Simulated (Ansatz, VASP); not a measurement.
# Ru: VASP beside Ansatz

```
Ru
1.0
     2.75887    0.00000    0.00000
    -1.37943    2.38925    0.00000
     0.00000    0.00000    4.36588
Ru
2
Cartesian
  0.0000 1.5928 1.0915
  1.3794 0.7964 3.2744
```

Change from the starting cell: volume scaled by 1.06, crystal datasets.

Alike in both runs: task electric field gradients; functional PBE; k mesh 14 × 14 × 8; occupations fermi-dirac, width 0.03 eV; no spin polarisation.

```csv
,VASP,Ansatz
version,VASP 6.6.1,Ansatz 0.2.0
potentials or method,"VASP PAW PBE potentials, release 64 (Ru_pv), cutoff 520 eV","all-electron PAW with datasets made for the crystal, scalar-relativistic"
```

Ansatz gave:

| Quantity | Value |
| --- | --- |
| pressure (GPa) | -12.4 |
| largest component of the traceless stress (GPa) | 1.63 |
| Vzz of the field gradient on the site that differs most (V/Å²) | -8.8 |

**Question.** What did VASP give for the same quantities?

**Answer.** Pressure (GPa): -12.5; largest component of the traceless stress (GPa): 1.61; Vzz of the field gradient on the site that differs most (V/Å²): -11.4.

Ansatz ran all-electron here, so the differences hold the error of VASP's frozen core and of both bases. Ansatz warned: «gradients_without_spin_orbit».
